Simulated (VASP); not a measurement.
# Sn (Fd-3m) in VASP: relaxation of cell and atoms with r2SCAN

Aim: the relaxation of cell and atoms of Sn with r2SCAN.

Program: VASP 6.6.1. These are calculated values, not measurements. Logs are shortened: lines on timing, memory, paths and dates and some standing lists are left out, and cuts for length are marked.

**1. The crystal as given**

The structure is cubic, space group Fd-3m (No. 227). Conventional cell: a = 6.566 Å, b = 6.566 Å, c = 6.566 Å, α = 90.00°, β = 90.00°, γ = 90.00°. Sn (site symmetry -43m) is surrounded by 4 Sn at 2.84 Å.

This isn't the form of Sn at room conditions, which is tetragonal (white tin).

**2. Relaxation of cell and atoms, r2SCAN**

INCAR

```
ALGO = Normal
EDIFF = 1E-7
EDIFFG = -0.005
ENCUT = 600
IBRION = 2
ISIF = 3
ISMEAR = 0
LASPH = True
LCHARG = False
LMIXTAU = True
LREAL = False
LWAVE = False
METAGGA = R2SCAN
NELM = 80
NSW = 90
PREC = Accurate
SIGMA = 0.03
```

KPOINTS

```
k-points
0
Gamma
  10 10 10
```

POSCAR

```
Sn                                      
1.0
   -0.0000000000      3.2829194365      3.2829194365
    3.2829194365      0.0000000000      3.2829194365
    3.2829194365      3.2829194365      0.0000000000
  Sn            
     2
Direct
     0.0000000000000000    0.0000000000000000    0.0000000000000000
     0.2500000000000000    0.2500000000000000    0.2500000000000000
```

Potentials or basis: VASP PAW PBE potentials, release 64 (Sn_d).

Started as:

```bash
$ cat potpaw_PBE.64/Sn_d/POTCAR > POTCAR
$ mpirun -np 1 vasp_std > vasp.out
```

OUTCAR:

```text
EDIFF = 1E-7
   EDIFFG = -0.005
   ENCUT = 600
   IBRION = 2
   ISIF = 3
   ISMEAR = 0
   LASPH = True
   LREAL = False
   METAGGA = R2SCAN
   NELM = 80
   NSW = 90
   PREC = Accurate

 ion  position               nearest neighbor table
   1  0.000  0.000  0.000-   2 2.84   2 2.84   2 2.84   2 2.84
   2  0.250  0.250  0.250-   1 2.84   1 2.84   1 2.84   1 2.84

  LATTYP: Found a face centered cubic cell.
 ALAT       =     6.5658388730

  Lattice vectors:

 A1 = (   0.0000000000,   3.2829194365,   3.2829194365)
 A2 = (   3.2829194365,   0.0000000000,   3.2829194365)
 A3 = (   3.2829194365,   3.2829194365,   0.0000000000)

Analysis of symmetry for initial positions (statically):
=====================================================================
 Subroutine PRICEL returns:
 Original cell was already a primitive cell.

 Routine SETGRP: Setting up the symmetry group for a
 face centered cubic supercell.

 Subroutine GETGRP returns: Found 48 space group operations
 (whereof 24 operations were pure point group operations)
 out of a pool of 48 trial point group operations.

The static configuration has the point symmetry T_d .
 The point group associated with its full space group is O_h .

Analysis of symmetry for dynamics (positions and initial velocities):
=====================================================================
 Subroutine PRICEL returns:
 Original cell was already a primitive cell.

 Routine SETGRP: Setting up the symmetry group for a
 face centered cubic supercell.

 Subroutine GETGRP returns: Found 48 space group operations
 (whereof 24 operations were pure point group operations)
 out of a pool of 48 trial point group operations.

The dynamic configuration has the point symmetry T_d .
 The point group associated with its full space group is O_h .

 Subroutine INISYM returns: Found 48 space group operations
 (whereof 24 operations are pure point group operations),
 and found     1 'primitive' translations

----------------------------------------------------------------------------------------

                                     Primitive cell

  volume of cell :      70.7637

  direct lattice vectors                    reciprocal lattice vectors
     0.000000000  3.282919436  3.282919436    -0.152303463  0.152303463  0.152303463
     3.282919436  0.000000000  3.282919436     0.152303463 -0.152303463  0.152303463
     3.282919436  3.282919436  0.000000000     0.152303463  0.152303463 -0.152303463

  length of vectors
     4.642749191  4.642749191  4.642749191     0.263797337  0.263797337  0.263797337

  position of ions in fractional coordinates (direct lattice)
     0.000000000  0.000000000  0.000000000
     0.250000000  0.250000000  0.250000000

  ion indices of the primitive-cell ions
   primitive index   ion index
                 1           1
                 2           2

----------------------------------------------------------------------------------------

 KPOINTS: k-points

Automatic generation of k-mesh.
 Grid dimensions read from file:
 generate k-points for:   10   10   10

 Generating k-lattice:

  Cartesian coordinates                     Fractional coordinates (reciprocal lattice)
    -0.015230346  0.015230346  0.015230346     0.100000000  0.000000000  0.000000000
     0.015230346 -0.015230346  0.015230346     0.000000000  0.100000000  0.000000000
     0.015230346  0.015230346 -0.015230346     0.000000000  0.000000000  0.100000000

  Length of vectors
     0.026379734  0.026379734  0.026379734

  Shift w.r.t. Gamma in fractional coordinates (k-lattice)
     0.000000000  0.000000000  0.000000000

 Subroutine IBZKPT returns following result:
 ===========================================

 Found     47 irreducible k-points:

 Following reciprocal coordinates:
            Coordinates               Weight
  0.000000  0.000000  0.000000      1.000000
  0.100000  0.000000  0.000000      8.000000
  0.200000  0.000000  0.000000      8.000000
  0.300000  0.000000  0.000000      8.000000
  0.400000  0.000000  0.000000      8.000000
  0.500000  0.000000  0.000000      4.000000
[... 16 lines left out ...]
  0.300000  0.300000  0.000000      6.000000
  0.400000  0.300000  0.000000     24.000000
 [... further k-points ...]
   k-points           NKPTS =     47   k-points in BZ     NKDIM =     47   number of bands    NBANDS=     18
   number of dos      NEDOS =    301   number of ions     NIONS =      2
   total plane-waves  NPLWV =  64000
   dimension x,y,z NGX =    40 NGY =   40 NGZ =   40
   dimension x,y,z NGXF=    80 NGYF=   80 NGZF=   80
   ions per type =               2
   NGX,Y,Z   is equivalent  to a cutoff of  14.32, 14.32, 14.32 a.u.
   NGXF,Y,Z  is equivalent  to a cutoff of  28.65, 28.65, 28.65 a.u.
 SYSTEM =  unknown system
   PREC   = accura    normal or accurate (medium, high low for compatibility)
   ISTART =      0    job   : 0-new  1-cont  2-samecut
   ICHARG =      2    charge: 1-file 2-atom 10-const
   ISPIN  =      1    spin polarized calculation?
   LNONCOLLINEAR =      F non collinear calculations
   LSORBIT =      F    spin-orbit coupling
   LASPH  =      T    aspherical Exc in radial PAW
   ENCUT  =  600.0 eV  44.10 Ry    6.64 a.u.   9.27  9.27  9.27*2*pi/ulx,y,z
   NELM   =     80;   NELMIN=  2; NELMDL= -5     # of ELM steps
   EDIFF  = 0.1E-06   stopping-criterion for ELM
   LREAL  =      F    real-space projection
   EDIFFG = -.5E-02   stopping-criterion for IOM
   NSW    =     90    number of steps for IOM
   IBRION =      2    ionic relax: 0-MD 1-quasi-New 2-CG
   NFREE  =      1    steps in history (QN), initial steepest desc. (CG)
   ISIF   =      3    stress and relaxation
   ISYM   =      2    0-nonsym 1-usesym 2-fastsym
   POTIM  = 0.5000    time-step for ionic-motion
   TEBEG  =    0.0;   TEEND  =   0.0 temperature during run
   PSTRESS=    0.0 pullay stress
   NELECT =      28.0000    total number of electrons
   NUPDOWN=      -1.0000    fix difference up-down
   EMIN   =  10.00;   EMAX   =-10.00  energy-range for DOS
   EFERMI =   0.00;   METHOD = LEGACY
   ISMEAR =     0;   SIGMA  =   0.03  broadening in eV -4-tet -1-fermi 0-gaus
   EFERMI_NEDOS =   21; number of points for ismear=-14 and -15
   IALGO  =     38    algorithm
   IMIX   =      4    mixing-type and parameters
     AMIX     =   0.40;   BMIX     =  1.00
     AMIX_MAG =   1.60;   BMIX_MAG =  1.00
  volume/ion in A,a.u.               =      35.38       238.77
  Fermi-wavevector in a.u.,A,eV,Ry     =   1.201869  2.271204 19.653481  1.444490
  Thomas-Fermi vector in A             =   2.337666
   LORBIT       =      0    0 simple, 1 ext, 2 COOP (PROOUT), +10 PAW based schemes
   METAGGA = R2SCAN    functional components
   LHFCALC =     F    Hartree Fock is set to
   AEXX    =    0.0000 exact exchange contribution
   IVDW    =     0    specifies the selected vdW correction
   LEPSILON=     F    determine dielectric tensor
   LRPA    =     F    only Hartree local field effects (RPA)
 conjugate gradient relaxation of ions
 non-spin polarized calculation
 Gauss-broadening in eV      SIGMA  =   0.03
  energy-cutoff  :      600.00
  volume of cell :       70.76
 maximum number of plane-waves:      2397
 NGX is ok and might be reduce to    40
   NGX = 19   NGY = 19   NGZ = 19

 number of electron      27.9999999 magnetization

 Free energy of the ion-electron system (eV)
  ---------------------------------------------------
  ext. energy  EPLUGINS =         0.00000000
  ---------------------------------------------------
  free energy    TOTEN  =       -49.49582879 eV

  energy without entropy =      -49.49577839  energy(sigma->0) =      -49.49580359

 E-fermi :   5.2253     XC(G=0):  -9.4268

 val. band max:        5.2167276362   @ k =   0.0000   0.0000   0.0000
 cond. band min:       5.2766855058   @ k =   0.5000   0.0000   0.0000
 fundamental gap:      0.0599578696
 Fermi energy:         5.2252641755

 k-point     1 :       0.0000    0.0000    0.0000
  band No.  band energies     occupation
      1     -17.1245      2.00000
      2     -17.1245      2.00000
      3     -17.1245      2.00000
      4     -17.0626      2.00000
      5     -17.0626      2.00000
      6     -16.7674      2.00000
[... 10 lines left out ...]
     17       7.4302      0.00000
     18       7.4302      0.00000

 k-point     2 :       0.1000    0.0000    0.0000
  band No.  band energies     occupation
      1     -17.1317      2.00000
      2     -17.1316      2.00000
      3     -17.1221      2.00000
      4     -17.0526      2.00000
      5     -17.0526      2.00000
      6     -16.7809      2.00000
[... 10 lines left out ...]
     17       7.6827      0.00000
     18       7.8854      0.00000

 k-point     3 :       0.2000    0.0000    0.0000
  band No.  band energies     occupation
      1     -17.1439      2.00000
      2     -17.1439      2.00000
      3     -17.1159      2.00000
      4     -17.0333      2.00000
      5     -17.0333      2.00000
      6     -16.7983      2.00000
[... 10 lines left out ...]
     17       8.1610      0.00000
     18       9.1372      0.00000

 k-point     4 :       0.3000    0.0000    0.0000
  band No.  band energies     occupation
      1     -17.1532      2.00000
      2     -17.1532      2.00000
      3     -17.1079      2.00000
      4     -17.0165      2.00000
      5     -17.0165      2.00000
      6     -16.8111      2.00000
[... 10 lines left out ...]
     17       8.4809      0.00000
     18      10.6166      0.00000

 k-point     5 :       0.4000    0.0000    0.0000
  band No.  band energies     occupation
      1     -17.1582      2.00000
      2     -17.1582      2.00000
      3     -17.1013      2.00000
      4     -17.0067      2.00000
      5     -17.0067      2.00000
      6     -16.8176      2.00000
[... 10 lines left out ...]
     17       8.5631      0.00000
     18      11.2500      0.00000

 k-point     6 :       0.5000    0.0000    0.0000
  band No.  band energies     occupation
      1     -17.1597      2.00000
      2     -17.1597      2.00000
      3     -17.0986      2.00000
      4     -17.0037      2.00000
      5     -17.0037      2.00000
      6     -16.8193      2.00000
[... 10 lines left out ...]
     17       8.5636      0.00000
     18      11.1761      0.00000

 k-point     7 :       0.1000    0.1000    0.0000
  band No.  band energies     occupation
      1     -17.1300      2.00000
      2     -17.1300      2.00000
      3     -17.1299      2.00000
      4     -17.0548      2.00000
      5     -17.0423      2.00000
      6     -16.8036      2.00000
[... 10 lines left out ...]
     17       8.1116      0.00000
     18       8.1116      0.00000

 k-point     8 :       0.2000    0.1000    0.0000
  band No.  band energies     occupation
      1     -17.1450      2.00000
      2     -17.1390      2.00000
      3     -17.1218      2.00000
      4     -17.0410      2.00000
      5     -17.0214      2.00000
      6     -16.8266      2.00000
[... 10 lines left out ...]
     17       8.6900      0.00000
     18       8.9733      0.00000
[... 229 lines left out ...]
     17       9.8969      0.00000
     18      10.1762      0.00000

 k-point    20 :      -0.4000    0.2000    0.0000
  band No.  band energies     occupation
      1     -17.1873      2.00000
      2     -17.1697      2.00000
      3     -17.0586      2.00000
      4     -16.9797      2.00000
      5     -16.9679      2.00000
      6     -16.8658      2.00000
[... 10 lines left out ...]
     17       9.5904      0.00000
     18      11.2644      0.00000

 k-point    21 :      -0.3000    0.2000    0.0000
  band No.  band energies     occupation
      1     -17.1803      2.00000
      2     -17.1692      2.00000
      3     -17.0647      2.00000
      4     -17.0013      2.00000
      5     -16.9697      2.00000
      6     -16.8584      2.00000
[... 10 lines left out ...]
     17       9.1815      0.00000
     18      10.3553      0.00000

 k-point    22 :      -0.2000    0.2000    0.0000
  band No.  band energies     occupation
      1     -17.1660      2.00000
      2     -17.1641      2.00000
      3     -17.0857      2.00000
      4     -17.0176      2.00000
      5     -16.9876      2.00000
      6     -16.8451      2.00000
[... 10 lines left out ...]
     17       8.8965      0.00000
     18       9.6028      0.00000

 k-point    23 :       0.3000    0.3000    0.0000
  band No.  band energies     occupation
      1     -17.1589      2.00000
      2     -17.1589      2.00000
      3     -17.1175      2.00000
      4     -16.9973      2.00000
      5     -16.9419      2.00000
      6     -16.9219      2.00000
[... 10 lines left out ...]
     17      10.8773      0.00000
     18      10.8773      0.00000

 k-point    24 :       0.4000    0.3000    0.0000
  band No.  band energies     occupation
      1     -17.1724      2.00000
      2     -17.1656      2.00000
      3     -17.0949      2.00000
      4     -16.9763      2.00000
      5     -16.9469      2.00000
      6     -16.9178      2.00000
[... 10 lines left out ...]
     17      10.8409      0.00000
     18      11.3087      0.00000

 [... further k-points ...]

------------------------ aborting loop because EDIFF is reached ----------------------------------------

  FORCE on cell =-STRESS in cart. coord.  units (eV):
  Direction    XX          YY          ZZ          XY          YZ          ZX
  --------------------------------------------------------------------------------------
  -------------------------------------------------------------------------------------
  Total       -0.0035289     -0.0035289     -0.0035289      0.0000000      0.0000000     -0.0000000
  in kB       -0.0798994     -0.0798994     -0.0798994      0.0000000      0.0000000     -0.0000000
  external PRESSURE =      -0.0798994 kB  Pullay stress =       0.0000000 kB

 VOLUME and BASIS-vectors are now :
 -----------------------------------------------------------------------------
  energy-cutoff  :      600.00
  volume of cell :       70.76
      direct lattice vectors                 reciprocal lattice vectors
     0.000000000  3.282919436  3.282919436    -0.152303463  0.152303463  0.152303463
     3.282919436  0.000000000  3.282919436     0.152303463 -0.152303463  0.152303463
     3.282919436  3.282919436  0.000000000     0.152303463  0.152303463 -0.152303463

 POSITION                                       TOTAL-FORCE (eV/Angst)
 -----------------------------------------------------------------------------------
      0.00000      0.00000      0.00000         0.000000      0.000000     -0.000000
      1.64146      1.64146      1.64146        -0.000000     -0.000000      0.000000
 -----------------------------------------------------------------------------------
    total drift:                               -0.000000     -0.000000      0.000000

  FREE ENERGIE OF THE ION-ELECTRON SYSTEM (eV)
  ---------------------------------------------------
  free  energy   TOTEN  =       -49.4958287933 eV

  energy  without entropy=      -49.4957783852  energy(sigma->0) =      -49.49580359

 reached required accuracy - stopping structural energy minimisation
```

It took 2.6 min on 1 thread of Intel Xeon 6975P-C (Granite Rapids), shared host; peak memory 0.28 GiB.

Results:

```yaml
Free_energy: -49.4958 eV
Pressure_after_relaxing: 0.0 GPa
Band_gap_on_the_k_mesh: none (metal or under the smearing width)
```

Final structure:
```
Sn
1.0
     0.00000    3.28292    3.28292
     3.28292    0.00000    3.28292
     3.28292    3.28292    0.00000
Sn
2
Direct
  0.00000 0.00000 0.00000
  0.25000 0.25000 0.25000
```

Caveat: the relaxation stopped at its first step, so nothing moved; the PAW data sets were made with another functional, which shifts forces and pressure a little.
